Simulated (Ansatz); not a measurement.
Runs of Ansatz 0.2.0 on Ag. It takes space group Im-3m (No. 229, cubic). Conventional cell: a = 3.311 Å, b = 3.311 Å, c = 3.311 Å, α = 90.00°, β = 90.00°, γ = 90.00°. Ag (site symmetry m-3m) is surrounded by 8 Ag at 2.87 Å. This isn't the form of Ag at room conditions, which is fcc.

```csv
task,level,cell,k mesh,atoms under strain,gap on the mesh (eV),pressure (GPa),relaxed volume (Å³/atom)
elastic constants,LDA,as given,8 × 8 × 8,clamped,none,(a),-
relaxation of cell and atoms,revPBE+D4,relaxed,11 × 11 × 11,-,none,0.0,(b)
relaxation of cell and atoms,BLYP+D3(BJ),relaxed,11 × 11 × 11,-,none,0.0,17.07
relaxation of cell and atoms,revPBE+D3(BJ),relaxed,11 × 11 × 11,-,none,0.0,16.68
relaxation of cell and atoms,BLYP+D4,relaxed,11 × 11 × 11,-,none,0.0,17.54
phonons,LDA,as given,8 × 8 × 8,-,none,-,-
```

Alike in all rows: potentials or basis Ansatz PAW; no spin polarisation; cutoff (eV) 420; smearing fermi-dirac 0.05 eV.

Estimate the missing entries.

(a) -11.4; (b) 17.05.

Caveats: the PAW data sets come from PBE, with cores solved anew for the run's functional, which leaves a small shift of forces and pressure; the plane-wave basis is chosen anew once the cell has moved, so the energies of steps on either side of that aren't comparable (some runs); pairwise dispersion overbinds metals, which lowers pressure and volume (some runs); the cell is more than 3 GPa from zero pressure, which shifts response properties (some runs); the elastic tensor has a negative eigenvalue, so either the cell is unstable as it stands or the mesh is too thin (some runs).

A k mesh can miss the band edges, and the runs leave out spin-orbit coupling on Ag.

A gap of «none» marks a metal or a gap under the smearing width.

Runs at the PBE level aren't shown here.
